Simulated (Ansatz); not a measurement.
# BaTiO$_{3}$: how the energy converges with the cutoff

BaTiO$_{3}$, P1, a = 3.973 Å, b = 3.980 Å, c = 4.062 Å, α, β, γ = 90.8°, 90.2°, 89.8°. Ansatz: r2SCAN, PAW, cutoff varied, Γ-centred 6×6×6 mesh on 5 atoms, Gaussian smearing 0.02 eV; no spin polarisation. Single points at one geometry with displaced atoms, the cutoff alone changed; ΔE is the energy at zero smearing over the run at 600 eV. The runs up to 350 eV lie under the cutoff recommended for these PAW datasets.

```tsv
cutoff (eV)	ΔE (meV/atom)
200	4726.97
250	1228.56
300	283.54
350	?
500	1.85
```

Task: Assume ΔE falls exponentially with the cutoff, fit y = ln ΔE against x, the cutoff in eV, to the other rows, and predict the missing value.

Result: y = 8.461, 7.114, 5.647, 0.615. Means x = 312.5, y = 5.4592; Σ(Δx)² = 51875, ΣΔxΔy = -1352; the slope is their ratio. y = 13.60 − 0.02606 x, a factor of ten per 88 eV. At 350 eV this gives ΔE = 88.15 meV/atom. The run gave 50.21, a ratio of 1.76. Between neighbouring rows the decay runs from a factor of ten per 67 eV to one per 105 eV, so one exponential is only a rough guide. The reference at 600 eV isn't the complete basis: by the fit it lies 0.13 meV/atom above it, and every ΔE is lowered by that much, or by more if the decay slows beyond the rows, as it often does.

Cost: 6 runs of about 5.2 core-minutes in all, on Intel Xeon Processor @ 2.50GHz (Skylake/Cascade Lake) (shared hosts).